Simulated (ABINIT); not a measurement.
Runs of ABINIT 10.8.3 (patched build) on Zr. It takes space group P6_3/mmc (No. 194, hexagonal). The conventional cell has a = 3.232 Å, b = 3.232 Å, c = 5.147 Å, α = 90.00°, β = 90.00°, γ = 120.00°. Zr (site symmetry -6m2) has 12 Zr at 3.18 to 3.23 Å as nearest neighbours. 

```tsv
level	gap on the mesh (eV)	pressure (GPa)
r2SCAN	none	0.7
PW91	none	(b)
LDA	none	-6.2
RPBE	none	2.5
BLYP	none	(c)
revPBE	none	1.9
WC	none	-3.2
SCAN	none	(a)
AM05	none	-3.3
PBEsol	none	-3.4
```

Alike in all rows: task single point; potentials or basis JTH PAW PBE v2.0; no spin polarisation; cell as given; k mesh 9 × 9 × 5; cutoff (eV) 544; smearing fermi-dirac 0.05 eV.

Problem. Fill in the values left out.

Solution. (a) 0.0; (b) -0.1; (c) 3.4.

Caveats: the PAW data sets were made with another functional, which shifts forces and pressure a little.

A k mesh can miss the band edges, and the runs leave out spin-orbit coupling on Zr.

A gap of «none» marks a metal or a gap under the smearing width.

Runs at the PBE level aren't shown here.
